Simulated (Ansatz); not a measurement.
A relaxed 1×1 slab of 5 planes, cut along (110) from a fcc crystal of one element, has a cell area of 16.24 Å² and a bulk spacing of 1.694 Å between its first planes. All-electron LAPW in Ansatz 0.2.0 (PBE, scalar-relativistic, no spin polarisation) gives γ = 0.18 J/m², Φ = 4.39 eV and a change of the outer spacing of -26.6 %. The fcc structure needn't be the element's own.

**Question.** Which element is it?

**Answer.** Sb. Neighbours weren't tried against these numbers.
